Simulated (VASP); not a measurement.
Input of a VASP 6.6.1 run:

The input INCAR:

```
SYSTEM = Ce
ALGO = Normal ; EDIFF = 1E-7
ENCUT = 520 ; GGA = PE
ISIF = 2 ; ISMEAR = -1
ISPIN = 2 ; LASPH = .True.
LCHARG = .False. ; LMAXMIX = 6
LORBIT = 11 ; LREAL = .False.
LWAVE = .False. ; MAGMOM = 1
NBANDS = 16 ; NELM = 150
PREC = Accurate ; SIGMA = 0.05
```

Contents of KPOINTS:

```
k-points
0
Gamma
  10 10 10
  0 0 0
```

The input POSCAR:

```
Ce
1.0
   -1.9432985503      1.9432985503      1.9432985503
    1.9432985503     -1.9432985503      1.9432985503
    1.9432985503      1.9432985503     -1.9432985503
Ce
1
Direct
    0.0000000000      0.0000000000      0.0000000000
```

Potentials or basis: VASP PAW PBE potentials, release 64 (Ce).

Run with:

```bash
$ cat potpaw_PBE.64/Ce/POTCAR > POTCAR
$ mpirun -np 1 vasp_std > vasp.out
```

Task: Estimate the net moment.

Result: 1.00 μB per cell.

Task: Estimate the band gap on the k mesh.

Result: None (metal or under the smearing width).

Task: What does it give for the site moments?

Result: Ce +0.79 μB.

Task: Predict the pressure.

Result: -0.8 GPa.

Caveat: the magnetic or orbital state may not be the lowest; spin-orbit coupling is left out, which moves the levels of the heavy elements. The state reached can hang on the start; a lower one may exist.
